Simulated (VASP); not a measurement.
# Mo (P6/mmm) in VASP: notebook

One crystal, Mo, is run at these levels: BLYP; tasks: single point.

All numbers are computed with VASP 6.6.1; they aren't measurements. Logs are shortened: lines on timing, memory, paths and dates and some standing lists are left out, and cuts for length are marked.

## 1. Starting point

It takes space group P6/mmm (No. 191, hexagonal). Conventional cell: a = 4.738 Å, b = 4.738 Å, c = 2.592 Å, α = 90.00°, β = 90.00°, γ = 120.00°. Mo (site symmetry 6/mmm) has 2 Mo at 2.59 Å as nearest neighbours. Around Mo (site symmetry -6m2) lie 5 Mo at 2.59 to 2.74 Å.

This isn't the form of Mo at room conditions, which is bcc.

## 2. Single point, BLYP

The input, INCAR:

```
PREC = Accurate
ENCUT = 520
EDIFF = 1E-6
ISMEAR = -1
SIGMA = 0.1
LREAL = False
LASPH = True
NELM = 100
ALGO = Fast
ISIF = 2
LWAVE = False
LCHARG = False
GGA = B5
ALDAX = 1.0
AGGAX = 1.0
AGGAC = 1.0
ALDAC = 0.0
NBANDS = 28
```

The input, KPOINTS:

```
Automatic mesh
0
Gamma
  10 10 16
```

The input, POSCAR:

```
Mo
1.0
    4.7384872089      0.0000000000      0.0000000000
   -2.3692436045      4.1036502984      0.0000000000
    0.0000000000      0.0000000000      2.5915197756
Mo
3
Direct
    0.0000000000      1.0000000000      1.0000000000
    0.3333333333      0.6666666667      0.5000000000
    0.6666666667      0.3333333333      0.5000000000
```

Potentials or basis: VASP PAW PBE potentials, release 64 (Mo_sv).

The run is started by

```sh
> cat potpaw_PBE.64/Mo_sv/POTCAR > POTCAR
> mpirun -np 1 vasp_std > vasp.out
```

OUTCAR:

```text
PREC = Accurate
   ENCUT = 520
   EDIFF = 1E-6
   ISMEAR = -1
   LREAL = False
   LASPH = True
   NELM = 100
   ISIF = 2
   GGA = B5

 ion  position               nearest neighbor table
   1  0.000  0.000  0.000-   2 3.03   3 3.03   2 3.03   3 3.03   3 3.03   3 3.03   2 3.03   2 3.03
                             3 3.03   3 3.03   2 3.03   2 3.03
   2  0.333  0.667  0.500-   3 2.74   3 2.74   3 2.74   1 3.03   1 3.03   1 3.03   1 3.03   1 3.03
                             1 3.03
   3  0.667  0.333  0.500-   2 2.74   2 2.74   2 2.74   1 3.03   1 3.03   1 3.03   1 3.03   1 3.03
                             1 3.03

  LATTYP: Found a hexagonal cell.
 ALAT       =     4.7384872089
 C/A-ratio  =     0.5469086781

  Lattice vectors:

 A1 = (   4.7384872089,   0.0000000000,   0.0000000000)
 A2 = (  -2.3692436045,   4.1036502984,   0.0000000000)
 A3 = (   0.0000000000,   0.0000000000,   2.5915197756)

Analysis of symmetry for initial positions (statically):
=====================================================================
 Subroutine PRICEL returns:
 Original cell was already a primitive cell.

 Routine SETGRP: Setting up the symmetry group for a
 hexagonal supercell.

 Subroutine GETGRP returns: Found 24 space group operations
 (whereof 24 operations were pure point group operations)
 out of a pool of 24 trial point group operations.

The static configuration has the point symmetry D_6h.

Analysis of symmetry for dynamics (positions and initial velocities):
=====================================================================
 Subroutine PRICEL returns:
 Original cell was already a primitive cell.

 Routine SETGRP: Setting up the symmetry group for a
 hexagonal supercell.

 Subroutine GETGRP returns: Found 24 space group operations
 (whereof 24 operations were pure point group operations)
 out of a pool of 24 trial point group operations.

The dynamic configuration has the point symmetry D_6h.

 Subroutine INISYM returns: Found 24 space group operations
 (whereof 24 operations are pure point group operations),
 and found     1 'primitive' translations

----------------------------------------------------------------------------------------

                                     Primitive cell

  volume of cell :      50.3923

  direct lattice vectors                    reciprocal lattice vectors
     4.738487209  0.000000000  0.000000000     0.211037818  0.121842741  0.000000000
    -2.369243604  4.103650298  0.000000000     0.000000000  0.243685482  0.000000000
     0.000000000  0.000000000  2.591519776     0.000000000  0.000000000  0.385873961

  length of vectors
     4.738487209  4.738487209  2.591519776     0.243685482  0.243685482  0.385873961

  position of ions in fractional coordinates (direct lattice)
     0.000000000  0.000000000  0.000000000
     0.333333333  0.666666667  0.500000000
     0.666666667  0.333333333  0.500000000

  ion indices of the primitive-cell ions
   primitive index   ion index
                 1           1
                 2           2
                 3           3

----------------------------------------------------------------------------------------

 KPOINTS: Automatic mesh

Automatic generation of k-mesh.
 Grid dimensions read from file:
 generate k-points for:   10   10   16

 Generating k-lattice:

  Cartesian coordinates                     Fractional coordinates (reciprocal lattice)
     0.021103782  0.012184274  0.000000000     0.100000000  0.000000000  0.000000000
     0.000000000  0.024368548  0.000000000     0.000000000  0.100000000  0.000000000
     0.000000000  0.000000000  0.024117123     0.000000000  0.000000000  0.062500000

  Length of vectors
     0.024368548  0.024368548  0.024117123

  Shift w.r.t. Gamma in fractional coordinates (k-lattice)
     0.000000000  0.000000000  0.000000000

 Subroutine IBZKPT returns following result:
 ===========================================

 Found    126 irreducible k-points:

 Following reciprocal coordinates:
            Coordinates               Weight
  0.000000  0.000000  0.000000      1.000000
  0.100000  0.000000  0.000000      6.000000
  0.200000  0.000000  0.000000      6.000000
  0.300000  0.000000  0.000000      6.000000
  0.400000  0.000000  0.000000      6.000000
  0.500000  0.000000  0.000000      3.000000
[... 16 lines left out ...]
  0.300000  0.100000  0.062500     24.000000
  0.400000  0.100000  0.062500     24.000000
 [... further k-points ...]
   k-points           NKPTS =    126   k-points in BZ     NKDIM =    126   number of bands    NBANDS=     28
   number of dos      NEDOS =    301   number of ions     NIONS =      3
   total plane-waves  NPLWV =  25920
   dimension x,y,z NGX =    36 NGY =   36 NGZ =   20
   dimension x,y,z NGXF=    72 NGYF=   72 NGZF=   40
   ions per type =               3
   NGX,Y,Z   is equivalent  to a cutoff of  12.63, 12.63, 12.83 a.u.
   NGXF,Y,Z  is equivalent  to a cutoff of  25.26, 25.26, 25.66 a.u.
 SYSTEM =  unknown system
   PREC   = accura    normal or accurate (medium, high low for compatibility)
   ISTART =      0    job   : 0-new  1-cont  2-samecut
   ICHARG =      2    charge: 1-file 2-atom 10-const
   ISPIN  =      1    spin polarized calculation?
   LNONCOLLINEAR =      F non collinear calculations
   LSORBIT =      F    spin-orbit coupling
   LASPH  =      T    aspherical Exc in radial PAW
   ENCUT  =  520.0 eV  38.22 Ry    6.18 a.u.   8.81  8.81  4.82*2*pi/ulx,y,z
   NELM   =    100;   NELMIN=  2; NELMDL= -5     # of ELM steps
   EDIFF  = 0.1E-05   stopping-criterion for ELM
   LREAL  =      F    real-space projection
   EDIFFG = 0.1E-04   stopping-criterion for IOM
   NSW    =      0    number of steps for IOM
   IBRION =     -1    ionic relax: 0-MD 1-quasi-New 2-CG
   NFREE  =      0    steps in history (QN), initial steepest desc. (CG)
   ISIF   =      2    stress and relaxation
   ISYM   =      2    0-nonsym 1-usesym 2-fastsym
   POTIM  = 0.5000    time-step for ionic-motion
   TEBEG  =    0.0;   TEEND  =   0.0 temperature during run
   PSTRESS=    0.0 pullay stress
   NELECT =      42.0000    total number of electrons
   NUPDOWN=      -1.0000    fix difference up-down
   EMIN   =  10.00;   EMAX   =-10.00  energy-range for DOS
   EFERMI =   0.00;   METHOD = LEGACY
   ISMEAR =    -1;   SIGMA  =   0.10  broadening in eV -4-tet -1-fermi 0-gaus
   EFERMI_NEDOS =   21; number of points for ismear=-14 and -15
   IALGO  =     68    algorithm
   IMIX   =      4    mixing-type and parameters
     AMIX     =   0.40;   BMIX     =  1.00
     AMIX_MAG =   1.60;   BMIX_MAG =  1.00
  volume/ion in A,a.u.               =      16.80       113.35
  Fermi-wavevector in a.u.,A,eV,Ry     =   1.540647  2.911400 32.294684  2.373592
  Thomas-Fermi vector in A             =   2.646704
   LORBIT       =      0    0 simple, 1 ext, 2 COOP (PROOUT), +10 PAW based schemes
   GGA     = B5    functional components
   LHFCALC =     F    Hartree Fock is set to
   AEXX    =    0.0000 exact exchange contribution
   IVDW    =     0    specifies the selected vdW correction
   LEPSILON=     F    determine dielectric tensor
   LRPA    =     F    only Hartree local field effects (RPA)
 non-spin polarized calculation
 RMM-DIIS sequential band-by-band and
  energy-cutoff  :      520.00
  volume of cell :       50.39
 maximum number of plane-waves:      1384
 NGX is ok and might be reduce to    36
   NGX = 17   NGY = 17   NGZ =  9

 number of electron      41.9999996 magnetization

 Free energy of the ion-electron system (eV)
  ---------------------------------------------------
  ext. energy  EPLUGINS =         0.00000000
  ---------------------------------------------------
  free energy    TOTEN  =       -27.49808865 eV

  energy without entropy =      -27.36981880  energy(sigma->0) =      -27.43395373

 E-fermi :  11.8204     XC(G=0): -12.3220

 val. band max:       11.8203265665   @ k =   0.4000   0.2000   0.0625
 cond. band min:      11.8251898404   @ k =   0.4000   0.1000   0.4375
 fundamental gap:      0.0048632739
 Fermi energy:        11.8203933293

 k-point     1 :       0.0000    0.0000    0.0000
  band No.  band energies     occupation
      1     -49.0488      2.00000
      2     -48.8599      2.00000
      3     -48.7222      2.00000
      4     -23.3122      2.00000
      5     -23.3122      2.00000
      6     -23.3026      2.00000
[... 20 lines left out ...]
     27      15.7479      0.00000
     28      15.7479      0.00000

 k-point     2 :       0.1000    0.0000    0.0000
  band No.  band energies     occupation
      1     -49.0460      2.00000
      2     -48.8591      2.00000
      3     -48.7260      2.00000
      4     -23.4012      2.00000
      5     -23.3864      2.00000
      6     -23.2082      2.00000
[... 20 lines left out ...]
     27      15.6055      0.00000
     28      15.7245      0.00000

 k-point     3 :       0.2000    0.0000    0.0000
  band No.  band energies     occupation
      1     -49.0388      2.00000
      2     -48.8562      2.00000
      3     -48.7366      2.00000
      4     -23.4825      2.00000
      5     -23.4185      2.00000
      6     -23.1119      2.00000
[... 20 lines left out ...]
     27      15.2281      0.00000
     28      15.6533      0.00000

 k-point     4 :       0.3000    0.0000    0.0000
  band No.  band energies     occupation
      1     -49.0299      2.00000
      2     -48.8500      2.00000
      3     -48.7522      2.00000
      4     -23.5452      2.00000
      5     -23.3961      2.00000
      6     -23.0272      2.00000
[... 578 lines left out ...]
     27      14.6989      0.00000
     28      15.4111      0.00000

 k-point    23 :       0.3000    0.1000    0.0625
  band No.  band energies     occupation
      1     -49.0173      2.00000
      2     -48.8366      2.00000
      3     -48.7559      2.00000
      4     -23.5366      2.00000
      5     -23.3776      2.00000
      6     -23.0518      2.00000
[... 20 lines left out ...]
     27      14.7737      0.00000
     28      15.2584      0.00000

 k-point    24 :       0.4000    0.1000    0.0625
  band No.  band energies     occupation
      1     -49.0127      2.00000
      2     -48.8272      2.00000
      3     -48.7702      2.00000
      4     -23.5608      2.00000
      5     -23.2842      2.00000
      6     -23.1502      2.00000
[... 20 lines left out ...]
     27      15.0248      0.00000
     28      15.1547      0.00000

 [... further k-points ...]
[... 5 lines left out ...]
  --------------------------------------------------------------------------------------
  -------------------------------------------------------------------------------------
  Total        0.2484163      0.2484163      0.2741404     -0.0000000      0.0000000      0.0000000
  in kB        7.8981620      7.8981620      8.7160356     -0.0000000      0.0000000      0.0000000
  external PRESSURE =       8.1707866 kB  Pullay stress =       0.0000000 kB

 VOLUME and BASIS-vectors are now :
 -----------------------------------------------------------------------------
  energy-cutoff  :      520.00
  volume of cell :       50.39
      direct lattice vectors                 reciprocal lattice vectors
     4.738487209  0.000000000  0.000000000     0.211037818  0.121842741  0.000000000
    -2.369243604  4.103650298  0.000000000     0.000000000  0.243685482  0.000000000
     0.000000000  0.000000000  2.591519776     0.000000000  0.000000000  0.385873961

 POSITION                                       TOTAL-FORCE (eV/Angst)
 -----------------------------------------------------------------------------------
      0.00000      0.00000      0.00000         0.000000      0.000000      0.000000
     -0.00000      2.73577      1.29576         0.000000     -0.000000      0.000000
      2.36924      1.36788      1.29576        -0.000000      0.000000      0.000000
 -----------------------------------------------------------------------------------
    total drift:                                0.000000      0.000000     -0.000000

  FREE ENERGIE OF THE ION-ELECTRON SYSTEM (eV)
  ---------------------------------------------------
  free  energy   TOTEN  =       -27.4980886494 eV

  energy  without entropy=      -27.3698188048  energy(sigma->0) =      -27.43395373
```

Run time: 66 s. Hardware: 1 thread of Intel Xeon 6975P-C (Granite Rapids), shared host; peak memory 0.26 GiB.

Results:

* Free energy: -27.4981 eV
* Pressure: 0.8 GPa
* Band gap on the k mesh: none (metal or under the smearing width)

Caveat: the PAW data sets were made with another functional, which shifts forces and pressure a little.

## 3. Single point, BLYP

This run uses another cell than the first one, of 15.45 Å³/atom, 0.920 times its volume.

The input, INCAR:

```
  AGGAC = 1.0
  AGGAX = 1.0
  ALDAC = 0.0
  ALDAX = 1.0
  ALGO = Normal
  EDIFF = 1E-6
  ENCUT = 520
  GGA = B5
  ISIF = 2
  ISMEAR = -1
  LASPH = T
  LCHARG = F
  LREAL = F
  LWAVE = F
  NBANDS = 28
  NELM = 80
  PREC = Accurate
  SIGMA = 0.1
```

The input, KPOINTS:

```
k-points
0
Gamma
  9 9 14
```

The input, POSCAR:

```
Mo
1.0
    4.6085997126      0.0000000000      0.0000000000
   -2.3042998563      3.9911644270      0.0000000000
    0.0000000000      0.0000000000      2.5204831767
Mo
3
Direct
    0.0000000000      1.0000000000      1.0000000000
    0.3333333333      0.6666666667      0.5000000000
    0.6666666667      0.3333333333      0.5000000000
```

Potentials or basis: VASP PAW PBE potentials, release 64 (Mo_sv).

The run is started by

```sh
> cat potpaw_PBE.64/Mo_sv/POTCAR > POTCAR
> mpirun -np 1 vasp_std > vasp.out
```

Run time: 44 s. Hardware: 1 thread of Intel Xeon 6975P-C (Granite Rapids), shared host; peak memory 0.23 GiB.

It converged, with:

```yaml
Free_energy: -27.2262 eV
Pressure: 22.3 GPa
Band_gap_on_the_k_mesh: none (metal or under the smearing width)
```

Stress tensor (GPa, compression positive):
```
21.66  0.00  0.00
 0.00 21.66  0.00
 0.00  0.00 23.51
```

Levels at points of the mesh, in eV from the Fermi level:
| k point | band 19 | band 20 | band 21 | band 22 | band 23 | band 24 |
| --- | --- | --- | --- | --- | --- | --- |
| (0.00, 0.00, 0.00) | -2.10 | -2.10 | -0.64 | -0.64 | 1.79 | 1.79 |
| (0.00, 0.00, 0.50) | -1.27 | -1.27 | 0.08 | 0.08 | 2.41 | 2.41 |

Caveat: so large a pressure means that the cell lies far from this level's equilibrium, or that cutoff or potentials fall short; the potentials were made for another functional, which shifts forces and pressure.

## 4. Single point, BLYP

The input, INCAR:

```
  PREC = Accurate
  ENCUT = 520
  EDIFF = 1E-6
  ISMEAR = -1
  SIGMA = 0.1
  LREAL = F
  LASPH = T
  NELM = 60
  ALGO = Normal
  ISIF = 2
  LWAVE = F
  LCHARG = F
  GGA = B5
  ALDAX = 1.0
  AGGAX = 1.0
  AGGAC = 1.0
  ALDAC = 0.0
  NBANDS = 28
```

The input, KPOINTS:

```
regular mesh
0
Gamma
  9 9 14
```

The input, POSCAR:

```
Mo
1.0
    4.7384872089      0.0000000000      0.0000000000
   -2.3692436045      4.1036502984      0.0000000000
    0.0000000000      0.0000000000      2.5915197756
Mo
3
Direct
    0.0000000000      1.0000000000      1.0000000000
    0.3333333333      0.6666666667      0.5000000000
    0.6666666667      0.3333333333      0.5000000000
```

The run is started by

```sh
> cat potpaw_PBE.64/Mo_sv/POTCAR > POTCAR
> mpirun -np 1 vasp_std > vasp.out
```

Wall time 47 s (1 thread of Intel Xeon 6975P-C (Granite Rapids), shared host); peak memory 0.23 GiB.

It converged, with:

* Free energy: -27.4987 eV
* Pressure: 0.8 GPa
* Band gap on the k mesh: none (metal or under the smearing width)

Stress tensor (GPa, compression positive):
```
1.13 0.00 0.00
0.00 1.13 0.00
0.00 0.00 0.10
```

Levels at points of the mesh, in eV from the Fermi level:
```tsv
k point	band 17	band 18	band 19	band 20	band 21	band 22	band 23	band 24	band 25	band 26
(0.00, 0.00, 0.00)	-2.01	-2.01	-1.93	-1.93	-0.53	-0.53	1.64	1.64	1.73	1.73
(0.00, 0.00, 0.50)	-2.52	-1.27	-1.09	-1.09	0.06	0.06	2.15	2.15	2.82	2.82
```

Caveat: the PAW data sets were made with another functional, which shifts forces and pressure a little.

## 5. Summary

```tsv
cell	k mesh	gap on the mesh (eV)	pressure (GPa)
P6/mmm, 16.8 Å³/atom	10 × 10 × 16	none	0.8
P6/mmm, 15.45 Å³/atom	9 × 9 × 14	none	22.3
P6/mmm, 16.8 Å³/atom	9 × 9 × 14	none	0.8
```

Alike in all rows: task single point; level BLYP; potentials or basis VASP PAW PBE potentials, release 64 (Mo_sv); no spin polarisation; cutoff (eV) 520; smearing fermi-dirac 0.1 eV.

Every run on the cell as given and a fine mesh finds a metal.

Caveats: the PAW data sets were made with another functional, which shifts forces and pressure a little (some runs); so large a pressure means that the cell lies far from this level's equilibrium, or that cutoff or potentials fall short (some runs); the potentials were made for another functional, which shifts forces and pressure (some runs).

Total energies depend on the potentials used, so only differences within one code and one set of settings carry meaning.
